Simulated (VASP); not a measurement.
Write the native input for VASP 6.6.1 that does the following.

| Item | Value |
| --- | --- |
| Task | single point |
| Functional | LDA |
| Potentials or basis | VASP PAW LDA potentials, release 64 (Ca_sv, S) |
| Cutoff | 520 eV |
| k mesh | 8 × 8 × 8 |
| Occupations | gaussian, width 0.02 eV |
| Spin | no spin polarisation |
| Dipole correction | no |
| Further INCAR settings | ALGO = Fast; EDIFF = 1e-06; NBANDS = 15 |

The structure of CaS lies in POSCAR:

```
CaS
1.0
    0.0000000000      2.7581080200      2.7581080200
    2.7581080200      0.0000000000      2.7581080200
    2.7581080200      2.7581080200      0.0000000000
Ca S
1 1
Direct
    0.0000000000      0.0000000000      0.0000000000
    0.5000000000      0.5000000000      0.5000000000
```

The cell isn't the ideal one: functional LDA, strained and moved within the space group.

The input as run:

INCAR

```
SYSTEM = CaS
  ALGO = Fast
  EDIFF = 1E-6
  ENCUT = 520
  GGA = CA
  ISIF = 2
  ISMEAR = 0
  LASPH = .TRUE.
  LCHARG = .FALSE.
  LREAL = .FALSE.
  LWAVE = .FALSE.
  NBANDS = 15
  NELM = 100
  PREC = Accurate
  SIGMA = 0.02
```

KPOINTS

```
k-points
0
G
  8 8 8
  0 0 0
```

Potentials or basis: VASP PAW LDA potentials, release 64 (Ca_sv, S).

The run is started by

```bash
$ cat potpaw_LDA.64/Ca_sv/POTCAR potpaw_LDA.64/S/POTCAR > POTCAR
$ mpirun -np 1 vasp_std > vasp.out
```

Results of the run:

- Pressure: 2.1 GPa
- Band gap on the k mesh: 1.88 eV, indirect (least direct gap 2.77 eV)

Run time: 16 s on 1 thread of Intel(R) Xeon(R) Platinum 8488C (Sapphire Rapids), with other jobs on the host, peak memory 0.15 GiB.
